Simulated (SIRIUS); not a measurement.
Input of a SIRIUS 7.10.0 run:

Contents of sirius.json:

```json
{
  "control": {
    "processing_unit": "cpu",
    "verbosity": 2,
    "num_bands_to_print": 22,
    "print_forces": true,
    "print_stress": true
  },
  "parameters": {
    "electronic_structure_method": "pseudopotential",
    "xc_functionals": ["XC_GGA_X_PBE", "XC_GGA_C_PBE"],
    "gk_cutoff": 8.5,
    "pw_cutoff": 17.0,
    "ngridk": [6, 6, 6],
    "shiftk": [0, 0, 0],
    "smearing": "fermi_dirac",
    "smearing_width": 0.0018374661,
    "num_bands": 22,
    "num_mag_dims": 0,
    "num_dft_iter": 100,
    "energy_tol": 1e-08,
    "density_tol": 1e-06
  },
  "iterative_solver": {
    "type": "davidson",
    "min_tolerance": 1e-09,
    "tolerance_scale": [0.1, 0.25]
  },
  "mixer": {
    "type": "anderson",
    "beta": 0.7,
    "max_history": 8
  },
  "settings": {
    "tol_ne": 1e-10,
    "pseudo_grid_cutoff": 6.5
  },
  "unit_cell": {
    "lattice_vectors": [
      [-5.55606022845, 5.55606022845, 3.02224274959],
      [5.55606022845, -5.55606022845, 3.02224274959],
      [5.55606022845, 5.55606022845, -3.02224274959]
    ],
    "atom_coordinate_units": "lattice",
    "atom_types": ["Sn"],
    "atom_files": {
      "Sn": "Sn.json"
    },
    "atoms": {
      "Sn": [
        [0.0, 0.0, 0.0],
        [0.75, 0.25, 0.5]
      ]
    }
  }
}
```

Potentials or basis: PseudoDojo 0.4.1 PBE standard (scalar relativistic).

Command:

```console
$ upf_to_json Sn.upf
$ OMP_NUM_THREADS=1 sirius.scf --input=sirius.json --output=out.json --task=0
```

(1) Predict the band gap on the k mesh.

(2) What does it give for the pressure?

Answers

(1) none (metal or under the smearing width).

(2) 1.4 GPa.

Caveat: the k mesh is coarse (spacing up to 0.37 Å⁻¹), so the values aren't converged.
